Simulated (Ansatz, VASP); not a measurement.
# Two plane-wave programs on TaSi2

```
Ta Si
1.0
     4.78000    0.00000    0.00000
    -2.39000    4.13960    0.00000
     0.00000    0.00000    6.56400
Ta Si
3 6
Direct
  0.00000 0.50000 0.16667
  0.50000 0.50000 0.83333
  0.50000 0.00000 0.50000
  0.33330 0.16665 0.16667
  0.16665 0.83335 0.83333
  0.83335 0.66670 0.50000
  0.66670 0.83335 0.16667
  0.83335 0.16665 0.83333
  0.16665 0.33330 0.50000
```

Alike in both runs: task single point; functional r2SCAN; k mesh 5 × 5 × 3; occupations fermi-dirac, width 0.05 eV; no spin polarisation.

```csv
,VASP,Ansatz
version,VASP 6.6.1,Ansatz 0.2.0
potentials or method,"VASP PAW PBE potentials, release 64 (Ta_pv, Si)",Ansatz PAW
plane-wave cutoff (eV),520,500
valence electrons in the cell,57,63
```

Ansatz gave:

| Item | Value |
| --- | --- |
| gap on the k mesh at the Fermi level (eV) | none |
| pressure (GPa) | 0.2 |
| largest component of the traceless stress (GPa) | 0.91 |
| rms of the force components (eV/Å) | 0.397 |

Q: Which values does VASP return?

A: gap on the k mesh at the Fermi level (eV): none; pressure (GPa): 0.5; largest component of the traceless stress (GPa): 0.86; rms of the force components (eV/Å): 0.401.

Atom by atom the forces differ by 0.004 eV/Å (rms over components). A gap of «none» marks a metal or a gap that the smearing closes. With one functional, cell and mesh, what is left measures potentials, basis and numerics. The two sets of potentials don't hold the same shells in valence.

Caveats: the cell's inner coordinates are idealised or old, which leaves forces on the atoms; the PAW data sets were made with another functional, which shifts forces and pressure a little (VASP); the PAW data sets come from PBE, with cores solved anew for the run's functional, which leaves a small shift of forces and pressure (Ansatz). The runs have no spin-orbit coupling, so splittings on Ta are missing.
